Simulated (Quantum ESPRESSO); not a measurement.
Runs of Quantum ESPRESSO 7.5 on BaTiO3. The structure is cubic, space group Pm-3m (No. 221). The conventional cell has a = 4.006 Å, b = 4.006 Å, c = 4.006 Å, α = 90.00°, β = 90.00°, γ = 90.00°. Ba (site symmetry m-3m) is surrounded by 12 O at 2.83 Å. Ti (site symmetry m-3m) is surrounded by 6 O at 2.00 Å. Around O (site symmetry 4/mmm) lie 2 Ti at 2.00 Å. 

| task | level | potentials or basis | U | cell | k mesh | mixing beta | form of the LDA correlation | start of the occupations | hubbard projectors | q mesh | gap on the mesh (eV) | pressure (GPa) |
| --- | --- | --- | --- | --- | --- | --- | --- | --- | --- | --- | --- | --- |
| phonons | WC | GBRV 1.5 PBE | - | relaxed | 4 × 4 × 4, shifted | 0.5 | - | - | - | - | - | 0.0 |
| phonons | LDA | GBRV 1.5 LDA | - | relaxed | 4 × 4 × 4, shifted | 0.5 | PZ81 | - | - | - | - | 0.0 |
| phonons | PBE | GBRV 1.5 PBE | - | relaxed | 4 × 4 × 4, shifted | 0.5 | - | - | - | - | - | 0.0 |
| phonons | revPBE | GBRV 1.5 PBE | - | relaxed | 4 × 4 × 4, shifted | 0.5 | - | - | - | - | - | 0.0 |
| phonons | vdW-DF-cx | GBRV 1.5 PBE | - | relaxed | 4 × 4 × 4, shifted | 0.5 | - | - | - | - | - | 0.0 |
| Hubbard U by linear response | LDA+U | GBRV 1.5 LDA | Ti d U = 0.0001 eV | as given | 4 × 4 × 4 | 0.3 | PZ81 | default | atomic | 2 × 2 × 2 | (a) | -8.1 |
| Hubbard U by linear response | LDA+U | GBRV 1.5 LDA | Ti d U = 4.0 eV | as given | 4 × 4 × 4 | 0.3 | PZ81 | default | atomic | 1 × 1 × 1 | 2.10 | -5.4 |
| Hubbard U by linear response | LDA+U | GBRV 1.5 LDA | Ti d U = 4.0 eV | as given | 4 × 4 × 4 | 0.3 | PZ81 | default | atomic | 3 × 3 × 3 | 2.10 | -5.4 |
| phonons | RPBE | GBRV 1.5 PBE | - | relaxed | 4 × 4 × 4, shifted | 0.5 | - | - | - | - | - | 0.0 |

Alike in all rows: no spin polarisation; cutoff (eV) 612; smearing fermi-dirac 0.05 eV.

Question: Estimate the missing entries.

Answer: (a) 1.69.

Caveats: some modes are imaginary (some runs); the potentials were made for another functional, which shifts forces and pressure (some runs); spin-orbit coupling is left out, which moves the levels of the heavy elements (some runs); the computed U isn't converged in cell size (some runs).

A k mesh can miss the band edges, and the runs leave out spin-orbit coupling on Ba.
